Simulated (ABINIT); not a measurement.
Pd:

```
CELL_PARAMETERS angstrom
0.00000 1.94650 1.94650
1.94650 0.00000 1.94650
1.94650 1.94650 0.00000
ATOMIC_POSITIONS crystal
Pd 0.00000 0.00000 0.00000
```

Base run:

- Program: ABINIT 10.8.3 (patched build)
- Functional: r2SCAN
- Potentials or basis: JTH PAW PBE v2.0
- Cutoff: 762 eV
- k mesh: 16 × 16 × 16
- Occupations: fermi-dirac, width 0.05 eV
- Spin: no spin polarisation

Its results: band gap on the k mesh none (metal or under the smearing width); pressure 3.7 GPa.

Problem. The run is repeated on the same cell with these changes: k mesh from 16 × 16 × 16 to 5 × 5 × 5. What comes out?

Solution. Band gap on the k mesh none (metal or under the smearing width); pressure 7.1 GPa.

Caveats: some runs use coarse meshes; the PAW data sets were made with another functional, which shifts forces and pressure a little.
